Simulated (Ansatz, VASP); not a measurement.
Two plane-wave programs on Ca

```
Ca
1.0
     0.00000    4.10988    4.10988
     4.10988    0.00000    4.10988
     4.10988    4.10988    0.00000
Ca
2
Direct
  0.87500 0.87500 0.87500
  0.12500 0.12500 0.12500
```

Alike in both runs: functional PBEsol; k mesh 9 × 9 × 9; occupations fermi-dirac, width 0.08 eV; no spin polarisation.

Ansatz relaxed the structure, and its values are those at the end. VASP's run is a single point on that final structure, the one shown.

```csv
,VASP,Ansatz
version,VASP 6.6.1,Ansatz 0.2.0
potentials or method,"VASP PAW PBE potentials, release 64 (Ca_sv)","PAW with Ansatz's default frozen-core files, scalar-relativistic"
plane-wave cutoff (eV),520,420
valence electrons in the cell,20,20
```

|  | VASP | Ansatz | Ansatz less VASP |
| --- | --- | --- | --- |
| pressure (GPa) | 0.4 | 0.4 | +0.01 |

Caveats: the PAW data sets were made with another functional, which shifts forces and pressure a little (VASP).
